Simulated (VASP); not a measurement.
Wanted: the native input for a VASP 6.6.1 run.

```yaml
Task: relaxation of cell and atoms
Functional: PBEsol
Potentials_or_basis: VASP PAW PBE potentials, release 64 (Ti_sv, O)
Cutoff: 600 eV
k_mesh: 7 × 7 × 10
Occupations: fermi-dirac, width 0.05 eV
Spin: no spin polarisation
Further_INCAR_settings: ALGO = Normal; EDIFF = 1e-06; IBRION = 2; EDIFFG = -0.01; NSW = 60; ISIF = 3
```

The structure of TiO2 (Rutile) lies in POSCAR:

```
TiO2
1.0
    4.5922000000      0.0000000000      0.0000000000
    0.0000000000      4.5922000000      0.0000000000
    0.0000000000      0.0000000000      2.9574000000
Ti O
2 4
Direct
    0.0000000000      0.0000000000      0.0000000000
    0.5000000000      0.5000000000      0.5000000000
    0.3049600000      0.3049600000      0.0000000000
    0.1950400000      0.8049600000      0.5000000000
    0.6950400000      0.6950400000      0.0000000000
    0.8049600000      0.1950400000      0.5000000000
```

The input as run:

INCAR

```
SYSTEM = TiO2
ALGO = Normal
EDIFF = 1E-6
EDIFFG = -0.01
ENCUT = 600
GGA = PS
IBRION = 2
ISIF = 3
ISMEAR = -1
LASPH = .True.
LCHARG = .False.
LREAL = .False.
LWAVE = .False.
NELM = 100
NSW = 60
PREC = Accurate
SIGMA = 0.05
```

KPOINTS

```
k-points
0
Gamma
  7 7 10
  0 0 0
```

Potentials or basis: VASP PAW PBE potentials, release 64 (Ti_sv, O).

Run with:

```sh
$ cat potpaw_PBE.64/Ti_sv/POTCAR potpaw_PBE.64/O/POTCAR > POTCAR
$ mpirun -np 1 vasp_std > vasp.out
```

Results of the run:

The relaxed volume is 10.34 Å³/atom, the relaxed cell is a = 4.592 Å, b = 4.592 Å, c = 2.942 Å, α = 90.00°, β = 90.00°, γ = 90.00° and the space group after relaxing (to 0.05 Å) is P4_2/mnm (No. 136). The energy gained by relaxing is 0.5 meV/atom and the ionic steps are 4. The pressure after relaxing is 0.0 GPa and the largest force after relaxing is 0.006 eV/Å. The band gap on the k mesh is 1.83 eV, direct.

Caveat: the PAW data sets were made with another functional, which shifts forces and pressure a little; an odd mesh through Γ misses points on the zone boundary, where band edges often lie.

Wall time 5.2 min on 1 thread of Intel(R) Xeon(R) Platinum 8488C (Sapphire Rapids), with other jobs on the host, peak memory 0.26 GiB.
